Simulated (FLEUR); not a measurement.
**W: equation of state with RPBE**

Crystal: W.

```
CELL_PARAMETERS angstrom
-1.58234 1.58234 1.58234
1.58234 -1.58234 1.58234
1.58234 1.58234 -1.58234
ATOMIC_POSITIONS crystal
W 0.00000 0.00000 0.00000
```

| Quantity | Value |
| --- | --- |
| Program | FLEUR MaX-R8.1 (later development tree) |
| Task | equation of state |
| Functional | RPBE |
| Potentials or basis | all-electron |
| Basis | FLAPW |
| Kmax | 4.17 1/bohr |
| k mesh | 12 × 12 × 12 |
| Occupations | fermi-dirac, width 0.05 eV |
| Spin | no spin polarisation |
| Gmax | 12.9 1/bohr |
| Muffin-tin radii | W 2.35 bohr |
| lmax | W 10 |
| Local orbitals a species | W 4 |

| Item | Value |
| --- | --- |
| Equilibrium volume | 16.36 Å³/atom |
| Bulk modulus | 291 GPa |
| Pressure derivative of the bulk modulus | 3.8 (rough: it moves with the points fitted) |

Energy against volume, from the lowest point:
```csv
volume (Å³/atom),energy (meV/atom)
14.897,136.67
15.214,80.79
15.848,14.29
16.482,0.00
16.798,9.40
```

The run has no spin-orbit coupling, so splittings on W are missing. RPBE and its kin give volumes clearly too large for solids.
